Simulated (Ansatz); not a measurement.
## Al: pressure against volume

Al, Fm-3m, a = 4.041 Å. Ansatz: PBE, PAW, 420 eV, Γ-centred 18×18×18 mesh on 1 atom, Gaussian smearing 0.10 eV; no spin polarisation. Symmetry fixes shape and atoms, so the cell is only scaled; pressure is positive in compression.

| V (Å³/atom) | P (GPa) |
| --- | --- |
| 14.522 | 13.08 |
| 15.017 | ? |
| 15.512 | 5.42 |
| 16.008 | 2.48 |
| 16.503 | 0.00 |
| 16.998 | -2.13 |
| 17.493 | -3.97 |
| 18.153 | -5.99 |

Q: Take V0 = 16.503 Å³/atom, fit the third-order Birch–Murnaghan form to the other rows, and predict the missing pressure.

A: With the Eulerian strain f = ½[(V0/V)^(2/3) − 1] and y = P/[3f(1 + 2f)^(5/2)], the form is the line y = B0 + 1.5 B0 (B0′ − 4) f. Rows (f, y): 0.04450, 79.2; 0.02107, 77.3; 0.01025, 76.7; -0.00975, 76.5; -0.01905, 76.6; -0.03078, 76.0. Means f = 0.002707, y = 77.050; Σ(Δf)² = 0.003891, ΣΔfΔy = 0.1436; the slope is their ratio. y = 76.95 + 36.91 f GPa, so B0 = 77.0 GPa and B0′ = 4 + 2 × (36.91)/(3 × 76.95) = 4.32. At V = 15.017, f = 0.03246, y = 78.15 and P = 8.91 GPa. The run gave 8.92 GPa, so the fit is 0.01 GPa too low, within the rms miss on the fitted rows (0.04 GPa).